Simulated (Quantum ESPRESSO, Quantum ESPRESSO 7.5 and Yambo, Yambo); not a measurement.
**SiC (P6_3mc): G0W0 with Yambo, start to end**

Aim: the G0W0 gap of SiC (P6_3mc) on PBE, step by step.

Method: PBE and many-body steps on it, plane waves, in Quantum ESPRESSO 7.5 and Yambo 5.3.0.

**What was measured.**

- Gap 3.33 eV: band gap at cryogenic temperature; bulk crystal (literature value) (quoted in “Silicon carbide diodes for neutron detection”, 2020, arxiv:2009.14696).

## 1. The starting structure

The structure is hexagonal, space group P6_3mc (No. 186). The conventional cell has a = 3.074 Å, b = 3.074 Å, c = 5.045 Å, α = 90.00°, β = 90.00°, γ = 120.00°. Nearest to Si lie 4 C at 1.88 to 1.90 Å. Nearest to C lie 4 Si at 1.88 to 1.90 Å. Farther neighbours are not listed.

Structure file:

```cif
data_structure
_symmetry_space_group_name_H-M 'P 1'
_symmetry_Int_Tables_number 1
_cell_length_a 3.0735
_cell_length_b 3.0735
_cell_length_c 5.0452
_cell_angle_alpha 90.000
_cell_angle_beta 90.000
_cell_angle_gamma 120.000
_cell_volume 41.27
loop_
_atom_site_label
_atom_site_type_symbol
_atom_site_fract_x
_atom_site_fract_y
_atom_site_fract_z
_atom_site_occupancy
Si1 Si 0.33333 0.66667 0.49960 1
Si2 Si 0.66667 0.33333 0.99960 1
C3 C 0.33333 0.66667 0.87540 1
C4 C 0.66667 0.33333 0.37540 1
```

The cell and positions are those that the Materials Project relaxed with its own functionals (PBE, PBE+U or r2SCAN), kept fixed.

## 2. Ground state

This step: Quantum ESPRESSO 7.5; DFT, PBE, plane waves, norm-conserving pseudopotentials.

The ground-state density comes first.

Contents of pw.in:

```
&control
  calculation = 'scf'
  prefix = 'x'
  outdir = 'o'
  pseudo_dir = 'pseudo'
/
&system
  ibrav = 0
  nat = 4
  ntyp = 2
  ecutwfc = 74.0
  nbnd = 14
  force_symmorphic = .true.
/
&electrons
  conv_thr = 1e-10
  electron_maxstep = 80
  mixing_beta = 0.5
/
ATOMIC_SPECIES
  Si 28.085 Si.upf
  C 12.011 C.upf
CELL_PARAMETERS angstrom
  3.0735139282 0.0000000000 0.0000000000
  -1.5367569641 2.6617411407 0.0000000000
  0.0000000000 0.0000000000 5.0452477100
ATOMIC_POSITIONS crystal
  Si 0.3333333333 0.6666666667 0.4996024000
  Si 0.6666666667 0.3333333333 0.9996024000
  C 0.3333333333 0.6666666667 0.8753976000
  C 0.6666666667 0.3333333333 0.3753976000
K_POINTS automatic
  6 6 4 0 0 0
```

The run is started by

```
> OMP_NUM_THREADS=1 mpirun -n 4 pw.x -nk 4 -in pw.in > pw.out
```

The log of the run:

```text
Program PWSCF v.7.5 starts

     This program is part of the open-source Quantum ESPRESSO suite
     for quantum simulation of materials; please cite
         "P. Giannozzi et al., J. Phys.:Condens. Matter 21 395502 (2009);
         "P. Giannozzi et al., J. Phys.:Condens. Matter 29 465901 (2017);
         "P. Giannozzi et al., J. Chem. Phys. 152 154105 (2020);
     in publications or presentations arising from this work. More details at
     Message from routine setup:
     using ibrav=0 with symmetry is DISCOURAGED, use correct ibrav instead

     G-vector sticks info

     bravais-lattice index     =            0
     lattice parameter (alat)  =       5.8081  a.u.
     unit-cell volume          =     278.5352 (a.u.)^3
     number of atoms/cell      =            4
     number of atomic types    =            2
     number of electrons       =        16.00
     number of Kohn-Sham states=           14
     kinetic-energy cutoff     =      74.0000  Ry
     charge density cutoff     =     296.0000  Ry
     scf convergence threshold =      1.0E-10
     mixing beta               =       0.5000
     number of iterations used =            8  plain     mixing
     Exchange-correlation= PBE
                           (   1   4   3   4   0   0   0)

     celldm(1)=   5.808100  celldm(2)=   0.000000  celldm(3)=   0.000000
     celldm(4)=   0.000000  celldm(5)=   0.000000  celldm(6)=   0.000000

     crystal axes: (cart. coord. in units of alat)
               a(1) = (   1.000000   0.000000   0.000000 )
               a(2) = (  -0.500000   0.866025   0.000000 )
               a(3) = (   0.000000   0.000000   1.641524 )

     reciprocal axes: (cart. coord. in units 2 pi/alat)
               b(1) = (  1.000000  0.577350 -0.000000 )
               b(2) = (  0.000000  1.154701  0.000000 )
               b(3) = (  0.000000 -0.000000  0.609190 )
     Pseudo is Norm-conserving + core correction, Zval =  4.0
     Generated using ONCVPSP code by D. R. Hamann
     Using radial grid of 1510 points,  6 beta functions with:
     Pseudo is Norm-conserving + core correction, Zval =  4.0
     Generated using ONCVPSP code by D. R. Hamann
     Using radial grid of 1248 points,  4 beta functions with:
     Si                4.00    28.08500     Si( 1.00)
     C                 4.00    12.01100     C ( 1.00)

      6 Sym. Ops. (no inversion) found

   Cartesian axes

     site n.     atom                  positions (alat units)
         1        Si     tau(   1) = (  -0.0000000   0.5773503   0.8201095  )
         2        Si     tau(   2) = (   0.5000000   0.2886751   1.6408716  )
         3        C      tau(   3) = (  -0.0000000   0.5773503   1.4369864  )
         4        C      tau(   4) = (   0.5000000   0.2886751   0.6162243  )

     number of k points=    24
                       cart. coord. in units 2pi/alat
        k(    1) = (   0.0000000   0.0000000   0.0000000), wk =   0.0138889
        k(    2) = (   0.0000000   0.0000000   0.1522975), wk =   0.0277778
        k(    3) = (   0.0000000   0.0000000  -0.3045949), wk =   0.0138889
        k(    4) = (   0.0000000   0.1924501   0.0000000), wk =   0.0833333
        k(    5) = (   0.0000000   0.1924501   0.1522975), wk =   0.0833333
        k(    6) = (   0.0000000   0.1924501  -0.3045949), wk =   0.0833333
        k(    7) = (   0.0000000   0.3849002   0.0000000), wk =   0.0833333
        k(    8) = (   0.0000000   0.3849002   0.1522975), wk =   0.0833333
        k(    9) = (   0.0000000   0.3849002  -0.3045949), wk =   0.0833333
        k(   10) = (   0.0000000  -0.5773503   0.0000000), wk =   0.0416667
     [... 12 further rows ...]
        k(   23) = (   0.0000000  -0.3849002   0.1522975), wk =   0.0833333
        k(   24) = (  -0.1666667  -0.4811252   0.1522975), wk =   0.1666667

     Dense  grid:    23897 G-vectors     FFT dimensions: (  32,  32,  54)

     Initial potential from superposition of free atoms

     starting charge      15.9987, renormalised to      16.0000
     Starting wfcs are   16 randomized atomic wfcs

     per-process dynamical memory:    22.7 Mb

     Self-consistent Calculation

     iteration #  1     ecut=    74.00 Ry     beta= 0.50

     total energy              =     -40.86332991 Ry
     estimated scf accuracy    <       0.87900718 Ry

     iteration #  2     ecut=    74.00 Ry     beta= 0.50

     total energy              =     -41.07382222 Ry
     estimated scf accuracy    <       0.04103013 Ry

     iteration #  3     ecut=    74.00 Ry     beta= 0.50

     total energy              =     -41.07693967 Ry
     estimated scf accuracy    <       0.00696220 Ry

     iteration #  4     ecut=    74.00 Ry     beta= 0.50

     total energy              =     -41.07735316 Ry
     estimated scf accuracy    <       0.00172967 Ry

     iteration #  5     ecut=    74.00 Ry     beta= 0.50

     total energy              =     -41.07779233 Ry
     estimated scf accuracy    <       0.00009556 Ry

     iteration #  6     ecut=    74.00 Ry     beta= 0.50

     total energy              =     -41.07781315 Ry
     estimated scf accuracy    <       0.00000025 Ry

     iteration #  7     ecut=    74.00 Ry     beta= 0.50

     total energy              =     -41.07781359 Ry
     estimated scf accuracy    <       0.00000083 Ry

     iteration #  8     ecut=    74.00 Ry     beta= 0.50

     total energy              =     -41.07781365 Ry
     estimated scf accuracy    <       0.00000006 Ry

     iteration #  9     ecut=    74.00 Ry     beta= 0.50

     total energy              =     -41.07781367 Ry
     estimated scf accuracy    <          4.3E-10 Ry

     iteration # 10     ecut=    74.00 Ry     beta= 0.50

     total energy              =     -41.07781367 Ry
     estimated scf accuracy    <          7.7E-10 Ry

     iteration # 11     ecut=    74.00 Ry     beta= 0.50

     total energy              =     -41.07781367 Ry
     estimated scf accuracy    <          1.2E-10 Ry

     iteration # 12     ecut=    74.00 Ry     beta= 0.50

     End of self-consistent calculation

          k = 0.0000 0.0000 0.0000 (  2973 PWs)   bands (ev):

    -5.9142  -2.3411   0.9590   8.3610   8.3610   9.5663   9.6798   9.6798
    14.5003  15.8995  16.3620  16.3620  17.4420  18.6499

          k = 0.0000 0.0000 0.1523 (  2948 PWs)   bands (ev):

    -5.6095  -3.3614   2.4730   8.0620   8.5291   8.5291   9.4580   9.4580
    14.7823  16.4832  16.4832  16.7207  17.0130  18.0226

          k = 0.0000 0.0000-0.3046 (  2978 PWs)   bands (ev):

    -4.7179  -4.7179   5.2282   5.2282   8.9667   8.9667   8.9667   8.9667
    15.5923  15.5923  17.0455  17.0455  17.0455  17.0455

          k = 0.0000 0.1925 0.0000 (  2974 PWs)   bands (ev):

     [... further k-points ...]

     highest occupied, lowest unoccupied level (ev):     9.6798   11.9551

!    total energy              =     -41.07781367 Ry
     estimated scf accuracy    <          1.8E-11 Ry

     The total energy is the sum of the following terms:
     one-electron contribution =      11.15667180 Ry
     hartree contribution      =       4.73450404 Ry
     xc contribution           =     -15.13020564 Ry
     ewald contribution        =     -41.83878387 Ry

     convergence has been achieved in  12 iterations

     XML data file, charge density, pseudopotentials, collected wavefunctions

=------------------------------------------------------------------------------=
   JOB DONE.
=------------------------------------------------------------------------------=
```

Run time: 5.4 s. Hardware: 4 MPI ranks of Arm Neoverse V1, shared host; peak memory 0.23 GiB; 21 s of CPU time.

Numbers from this step:

```
total energy               : -558.8921 eV
gap                        : 2.275 eV
k of the valence top       : 0, 0, 0
k of the conduction bottom : 0.3333, 0.3333, 0
least direct gap           : 3.985 eV
```

The gap is indirect, with the least direct gap 1.71 eV higher.

## 3. Bands along the symmetry lines

The cheap functional maps the bands first; the places of the edges decide which points the dearer methods must see.

Contents of pw.in:

```
&control
  calculation = 'bands'
  prefix = 'x'
  outdir = 'o'
  pseudo_dir = 'pseudo'
/
&system
  ibrav = 0
  nat = 4
  ntyp = 2
  ecutwfc = 74.0
  nbnd = 14
  force_symmorphic = .true.
/
&electrons
  conv_thr = 1e-9
  electron_maxstep = 80
  diago_full_acc = .true.
  diago_thr_init = 5e-6
/
ATOMIC_SPECIES
  Si 28.085 Si.upf
  C 12.011 C.upf
CELL_PARAMETERS angstrom
  3.0735139282 0.0000000000 0.0000000000
  -1.5367569641 2.6617411407 0.0000000000
  0.0000000000 0.0000000000 5.0452477100
ATOMIC_POSITIONS crystal
  Si 0.3333333333 0.6666666667 0.4996024000
  Si 0.6666666667 0.3333333333 0.9996024000
  C 0.3333333333 0.6666666667 0.8753976000
  C 0.6666666667 0.3333333333 0.3753976000
K_POINTS crystal
  75
  0.00000000 0.00000000 0.00000000 1
  0.06250000 0.00000000 0.00000000 1
  0.12500000 0.00000000 0.00000000 1
  0.18750000 0.00000000 0.00000000 1
  0.25000000 0.00000000 0.00000000 1
  0.31250000 0.00000000 0.00000000 1
  0.37500000 0.00000000 0.00000000 1
  0.43750000 0.00000000 0.00000000 1
  0.50000000 0.00000000 0.00000000 1
  0.47916667 0.04166667 0.00000000 1
  0.45833333 0.08333333 0.00000000 1
  0.43750000 0.12500000 0.00000000 1
  0.41666666 0.16666666 0.00000000 1
  0.39583333 0.20833333 0.00000000 1
  0.37500000 0.25000000 0.00000000 1
  0.35416666 0.29166666 0.00000000 1
  0.33333333 0.33333333 0.00000000 1
  0.29166666 0.29166666 0.00000000 1
  0.25000000 0.25000000 0.00000000 1
  0.20833333 0.20833333 0.00000000 1
  0.16666666 0.16666666 0.00000000 1
  0.12500000 0.12500000 0.00000000 1
  0.08333333 0.08333333 0.00000000 1
  0.04166667 0.04166667 0.00000000 1
  0.00000000 0.00000000 0.00000000 1
  0.00000000 0.00000000 0.06250000 1
  0.00000000 0.00000000 0.12500000 1
  0.00000000 0.00000000 0.18750000 1
  0.00000000 0.00000000 0.25000000 1
  0.00000000 0.00000000 0.31250000 1
  0.00000000 0.00000000 0.37500000 1
  0.00000000 0.00000000 0.43750000 1
  0.00000000 0.00000000 0.50000000 1
  0.06250000 0.00000000 0.50000000 1
  0.12500000 0.00000000 0.50000000 1
  0.18750000 0.00000000 0.50000000 1
  0.25000000 0.00000000 0.50000000 1
  0.31250000 0.00000000 0.50000000 1
  0.37500000 0.00000000 0.50000000 1
  0.43750000 0.00000000 0.50000000 1
  0.50000000 0.00000000 0.50000000 1
  0.47916667 0.04166667 0.50000000 1
  0.45833333 0.08333333 0.50000000 1
  0.43750000 0.12500000 0.50000000 1
  0.41666666 0.16666666 0.50000000 1
  0.39583333 0.20833333 0.50000000 1
  0.37500000 0.25000000 0.50000000 1
  0.35416666 0.29166666 0.50000000 1
  0.33333333 0.33333333 0.50000000 1
  0.29166666 0.29166666 0.50000000 1
  0.25000000 0.25000000 0.50000000 1
  0.20833333 0.20833333 0.50000000 1
  0.16666666 0.16666666 0.50000000 1
  0.12500000 0.12500000 0.50000000 1
  0.08333333 0.08333333 0.50000000 1
  0.04166667 0.04166667 0.50000000 1
  0.00000000 0.00000000 0.50000000 1
  0.50000000 0.00000000 0.50000000 1
  0.50000000 0.00000000 0.43750000 1
  0.50000000 0.00000000 0.37500000 1
  0.50000000 0.00000000 0.31250000 1
  0.50000000 0.00000000 0.25000000 1
  0.50000000 0.00000000 0.18750000 1
  0.50000000 0.00000000 0.12500000 1
  0.50000000 0.00000000 0.06250000 1
  0.50000000 -0.00000000 0.00000000 1
  0.33333333 0.33333333 0.50000000 1
  0.33333333 0.33333333 0.43750000 1
  0.33333333 0.33333333 0.37500000 1
  0.33333333 0.33333333 0.31250000 1
  0.33333333 0.33333333 0.25000000 1
  0.33333333 0.33333333 0.18750000 1
  0.33333333 0.33333333 0.12500000 1
  0.33333333 0.33333333 0.06250000 1
  0.33333333 0.33333333 0.00000000 1
```

The log of the run:

```text
[banner, memory and clock lines left out]
Program PWSCF v.7.5 starts

     Atomic positions and unit cell read from directory:
     o/x.save/

     Message from routine setup:
     using ibrav=0 with symmetry is DISCOURAGED, use correct ibrav instead

     G-vector sticks info

     bravais-lattice index     =            0
     lattice parameter (alat)  =       5.8081  a.u.
     unit-cell volume          =     278.5352 (a.u.)^3
     number of atoms/cell      =            4
     number of atomic types    =            2
     number of electrons       =        16.00
     number of Kohn-Sham states=           14
     kinetic-energy cutoff     =      74.0000  Ry
     charge density cutoff     =     296.0000  Ry
     Exchange-correlation= PBE
                           (   1   4   3   4   0   0   0)

     celldm(1)=   5.808100  celldm(2)=   0.000000  celldm(3)=   0.000000
     celldm(4)=   0.000000  celldm(5)=   0.000000  celldm(6)=   0.000000

     crystal axes: (cart. coord. in units of alat)
               a(1) = (   1.000000   0.000000   0.000000 )
               a(2) = (  -0.500000   0.866025   0.000000 )
               a(3) = (   0.000000   0.000000   1.641524 )

     reciprocal axes: (cart. coord. in units 2 pi/alat)
               b(1) = (  1.000000  0.577350 -0.000000 )
               b(2) = (  0.000000  1.154701  0.000000 )
               b(3) = (  0.000000 -0.000000  0.609190 )
     Pseudo is Norm-conserving + core correction, Zval =  4.0
     Generated using ONCVPSP code by D. R. Hamann
     Using radial grid of 1510 points,  6 beta functions with:
     Pseudo is Norm-conserving + core correction, Zval =  4.0
     Generated using ONCVPSP code by D. R. Hamann
     Using radial grid of 1248 points,  4 beta functions with:
     Si                4.00    28.08500     Si( 1.00)
     C                 4.00    12.01100     C ( 1.00)

      6 Sym. Ops. (no inversion) found

   Cartesian axes

     site n.     atom                  positions (alat units)
         1        Si     tau(   1) = (  -0.0000000   0.5773503   0.8201095  )
         2        Si     tau(   2) = (   0.5000000   0.2886751   1.6408716  )
         3        C      tau(   3) = (  -0.0000000   0.5773503   1.4369864  )
         4        C      tau(   4) = (   0.5000000   0.2886751   0.6162243  )

     number of k points=    75
                       cart. coord. in units 2pi/alat
        k(    1) = (   0.0000000   0.0000000   0.0000000), wk =   0.0266667
        k(    2) = (   0.0625000   0.0360844   0.0000000), wk =   0.0266667
        k(    3) = (   0.1250000   0.0721688   0.0000000), wk =   0.0266667
[...]
[... 63 further rows ...]
        k(   74) = (   0.3333333   0.5773503   0.0380744), wk =   0.0266667
        k(   75) = (   0.3333333   0.5773503   0.0000000), wk =   0.0266667

     Dense  grid:    23897 G-vectors     FFT dimensions: (  32,  32,  54)

     The potential is recalculated from file :
     o/x.save/charge-density

     Starting wfcs are   16 randomized atomic wfcs

     Band Structure Calculation

     End of band structure calculation

          k = 0.0000 0.0000 0.0000 (  2973 PWs)   bands (ev):

    -5.9143  -2.3411   0.9590   8.3610   8.3610   9.5663   9.6798   9.6798
    14.5004  15.8995  16.3620  16.3620  17.4420  18.6499

          k = 0.0625 0.0361 0.0000 (  2985 PWs)   bands (ev):

    -5.8463  -2.2830   1.0219   7.9571   8.2373   9.4067   9.5295   9.6437
    14.7741  15.9005  16.3348  16.5064  17.5747  18.4675

          k = 0.1250 0.0722 0.0000 (  2966 PWs)   bands (ev):

    -5.6434  -2.1112   1.2079   6.9791   7.9267   8.7148   9.3752   9.5215
    14.9041  16.0929  16.5739  16.8767  17.3929  18.4935

[...]
k = 0.3333 0.5774 0.0381 (  2994 PWs)   bands (ev):

    -1.3982  -1.3982   2.9420   3.3197   3.3197   5.7422   5.7422   5.7864
    12.0419  17.8468  18.2195  18.2195  19.5121  19.5121

          k = 0.3333 0.5774 0.0000 (  3000 PWs)   bands (ev):

    -1.4077  -1.4077   2.9241   3.4113   3.4113   5.6266   5.6266   5.8382
    11.9551  17.8618  18.5453  18.5453  19.3526  19.3526

     XML data file, pseudopotentials, collected wavefunctions
```

Wall time 5 s (4 MPI ranks); peak memory 0.21 GiB; 20 s of CPU time.

This step gave:

* gap: 2.275 eV
* k of the valence top: 0, 0, 0
* k of the conduction bottom: 0.3333, 0.3333, 0
* least direct gap: 3.985 eV

The gap is 2.275 eV, as in the run before at this level.

Electronic bands along the path, in eV, zero at the top of the highest filled band; v1 is the highest filled band, c1 the lowest empty one:

```
    point     v4     v3     v2     v1    c1    c2    c3    c4
        Γ  -1.32  -0.11   0.00   0.00  4.82  6.22  6.68  6.68
  halfway  -2.97  -2.53  -1.02  -0.61  4.06  5.85  7.26  7.67
        M  -5.45  -3.33  -3.30  -1.20  2.79  4.23  6.90  7.14
  halfway  -5.40  -4.67  -3.37  -2.55  3.20  5.17  7.69  8.51
        K  -6.27  -4.05  -4.05  -3.84  2.28  8.18  8.87  8.87
  halfway  -4.15  -2.82  -1.45  -1.25  5.07  5.82  7.01  7.22
        Γ  -1.32  -0.11   0.00   0.00  4.82  6.22  6.68  6.68
  halfway  -1.15  -1.15  -0.22  -0.22  5.10  6.80  6.80  7.04
        A  -0.71  -0.71  -0.71  -0.71  5.91  5.91  7.37  7.37
  halfway  -2.96  -2.96  -1.72  -1.72  4.50  4.50  7.37  7.37
        L  -2.45  -2.45  -2.34  -2.34  3.29  3.29  5.27  5.27
  halfway  -4.26  -4.26  -1.92  -1.92  4.29  4.29  6.37  6.37
        H  -5.66  -5.66  -1.74  -1.74  5.08  5.08  6.03  6.03
  halfway  -3.02  -3.02  -2.50  -2.50  5.18  5.18  7.55  7.55
        A  -0.71  -0.71  -0.71  -0.71  5.91  5.91  7.37  7.37
jump to L  -2.45  -2.45  -2.34  -2.34  3.29  3.29  5.27  5.27
  halfway  -4.15  -3.10  -2.34  -1.63  3.11  3.27  6.64  7.05
        M  -5.45  -3.33  -3.30  -1.20  2.79  4.23  6.90  7.14
jump to H  -5.66  -5.66  -1.74  -1.74  5.08  5.08  6.03  6.03
  halfway  -6.47  -4.52  -2.82  -2.82  3.50  6.58  6.58  7.84
        K  -6.27  -4.05  -4.05  -3.84  2.28  8.18  8.87  8.87
```

(Continued in part 2 of 3.)

[Paths, hosts, dates, memory and timing lines, banners, echoed tables and standing remarks are left out of the program output.]

[Logs are printed without paths, hosts, clocks, repeated set-up lines and the standing remarks that a program may print on its own settings, such as how far it seeks lower states.]

[Runs of the session that timed out or met a known fault of the program may be left out.]

[Hosts, paths, dates, database ids (printed as entryN), source tags and the programs' standing remarks are cut or masked in the printed files.]
